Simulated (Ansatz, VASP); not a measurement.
**Two plane-wave programs on CsI**

The input INCAR:

```
ALGO = Normal
EDIFF = 1E-6
ENCUT = 520
GGA = PE
ISIF = 2
ISMEAR = 0
LASPH = T
LCHARG = F
LREAL = F
LWAVE = F
NBANDS = 15
NELM = 60
PREC = Accurate
SIGMA = 0.05
```

File KPOINTS:

```
k-points
0
Gamma
  6 6 6
```

File POSCAR:

```
CsI
1.0
    4.5667000000      0.0000000000      0.0000000000
    0.0000000000      4.5667000000      0.0000000000
    0.0000000000      0.0000000000      4.5667000000
Cs I
1 1
Direct
    0.0000000000      0.0000000000      0.0000000000
    0.5000000000      0.5000000000      0.5000000000
```

Input for Ansatz:

```yaml
crystal:
  lattice:
    - [4.5667, 0.0, 0.0]
    - [0.0, 4.5667, 0.0]
    - [0.0, 0.0, 4.5667]
  atoms:
    - { symbol: Cs, position: [0.0, 0.0, 0.0] }
    - { symbol: I, position: [0.5, 0.5, 0.5] }
basis:
  ecutwfc: 420
kpoints:
  mp_grid: { grid: [6, 6, 6] }
hamiltonian:
  xc: pbe
scf:
  occupations: { method: gaussian, width: 0.05 }
output:
  forces: true
  stress: true
  eigenvalues: true
```

Alike in both runs: task single point; functional PBE; k mesh 6 × 6 × 6; occupations gaussian, width 0.05 eV; no spin polarisation.

|  | VASP | Ansatz |
| --- | --- | --- |
| version | VASP 6.6.1 | Ansatz 0.2.0 |
| potentials or method | VASP PAW PBE potentials, release 64 (Cs_sv, I) | scalar-relativistic, plane waves, PAW |
| plane-wave cutoff (eV) | 520 | 420 |
| valence electrons in the cell | 16 | 26 |

VASP gave:

| Item | Value |
| --- | --- |
| gap on the k mesh at the Fermi level (eV) | 3.88 |
| least direct gap on the mesh (eV) | 3.96 |
| pressure (GPa) | 0.8 |

Question: Which values does Ansatz return?

Answer: gap on the k mesh at the Fermi level (eV): 3.89; least direct gap on the mesh (eV): 3.98; pressure (GPa): 0.8.

With one functional, cell and mesh, what is left measures potentials, basis and numerics. The two sets of potentials don't hold the same shells in valence.

Caveats: spin-orbit coupling is left out, which moves the levels of the heavy elements. A k mesh can miss the band edges. Expect the measured gap to be larger: semilocal functionals such as PBE lack the derivative discontinuity.
